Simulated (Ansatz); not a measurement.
# What strain does to MgS (rocksalt)

MgS in the rocksalt structure, relaxed with r2SCAN in the PAW code Ansatz. It is cubic, Fm-3m (No. 225); conventional cell a = 5.203 Å, 17.61 Å³ an atom. Around Mg lie 6 S at 2.60 Å; around S lie 6 Mg at 2.60 Å.

The axes x, y and z are those of this cell:
```xyz
2
Lattice="0.0000 2.6015 2.6015 2.6015 0.0000 2.6015 2.6015 2.6015 0.0000" Properties=species:S:1:pos:R:3 pbc="T T T"
Mg    0.0000    0.0000    0.0000
S     2.6015    2.6015    2.6015
```

Unstrained: With PBE the valence top lies at Γ and the conduction bottom at X, 2.790 eV higher; the smallest vertical gap, at Γ, is 3.723 eV. With r2SCAN the valence top lies at Γ and the conduction bottom at X, 3.463 eV higher; the smallest vertical gap, at Γ, is 4.642 eV. HSE06 gives an indirect gap of 3.804 eV, from Γ to X; the least direct gap is 4.827 eV at Γ. Meshes: PBE 8×8×8, r2SCAN 8×8×8, HSE06 6×6×6. Strains are changes of length per length. After each strain the atoms were relaxed again with r2SCAN within the symmetry that the strain leaves, so tilts or polar shifts that break it weren't tested; points keep the names that they have in the unstrained zone. Calculated for a static, non-magnetic cell.

Changes of the least gap in eV (an overlap counts as a negative gap):

| strain | volume change (%) | space group | PBE | r2SCAN | HSE06 | energy rise, r2SCAN (meV/atom) |
| --- | --- | --- | --- | --- | --- | --- |
| biaxial -5.36 % in x and y, z held | -10.4 | I4/mmm | +0.005 | -0.001 | +0.013 | 75.3 |
| uniaxial -4.99 % along [111] | -5.0 | R-3m | -0.257 | -0.283 | -0.262 | 23.0 |
| uniaxial +0.35 % along x | +0.3 | I4/mmm | -0.023 | -0.024 | -0.026 | 0.1 |

Biaxial -5.36 % in x and y, z held. HSE06: the gap goes from 3.804 to 3.817 eV (+0.013 eV); with r2SCAN the top three valence levels at Γ, degenerate before, become 1+2 from the top over 202 meV. Stress change with r2SCAN, compression positive: xx +14.86, yy +14.86, zz +5.17 GPa.

Uniaxial -4.99 % along [111], other directions held. HSE06: the gap goes from 3.804 to 3.542 eV (-0.262 eV); with r2SCAN the top three valence levels at Γ, degenerate before, become 1+2 from the top over 479 meV. Stress change with r2SCAN, compression positive: xx +4.53, yy +4.53, zz +4.53, xy +2.04, xz +2.04, yz +2.04 GPa.

Uniaxial +0.35 % along x, other directions held. HSE06: the gap goes from 3.804 to 3.778 eV (-0.026 eV); with r2SCAN the top three valence levels at Γ, degenerate before, become 1+2 from the top over 15 meV. Stress change with r2SCAN, compression positive: xx -0.52, yy -0.15, zz -0.15 GPa.

The meshes of the hybrids are coarse, so their gaps aren't converged to the digits shown.

The splittings at Γ are without spin-orbit coupling, which regroups them where it is of like size or larger.
